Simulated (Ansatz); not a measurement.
## Density of states of I

```yaml
crystal:
  lattice:
    - [4.28268, 0.00000, 0.00000]
    - [-2.14134, 3.70891, 0.00000]
    - [0.00000, 0.00000, 4.88287]
  atoms:
    - { symbol: I, position: [0.33333, 0.66667, 0.25000] }
    - { symbol: I, position: [0.66667, 0.33333, 0.75000] }
```

The structure comes from a relaxation in the same program, started in the hcp type, and has space group P6_3/mmc. Whether it is a known phase or the ground state wasn't checked.

No spin–orbit coupling, which matters for the heavy atoms here.

Computed with DFT, PBE, all-electron LAPW, scalar-relativistic in Ansatz 0.2.0.

Sampling and basis: a Γ-centred 15×15×8 k mesh, Fermi–Dirac smearing of 0.05 eV, basis error target 1 meV/atom, no spin polarisation.

States per eV and cell, averaged over 0.4 eV, from -4.6 to 1.2 eV, with energies (bin centres) from the Fermi level; empty bins are left out. 

| E (eV) | total |
| --- | --- |
| -4.5 | 0.08 |
| -4.1 | 2.19 |
| -3.7 | 3.13 |
| -3.3 | 1.66 |
| -2.9 | 1.93 |
| -2.5 | 2.65 |
| -2.1 | 2.23 |
| -1.7 | 2.37 |
| -1.3 | 2.70 |
| -0.9 | 1.36 |
| -0.5 | 2.80 |
| -0.1 | 2.64 |
| 0.3 | 2.91 |
| 0.7 | 1.33 |
| 1.1 | 0.01 |
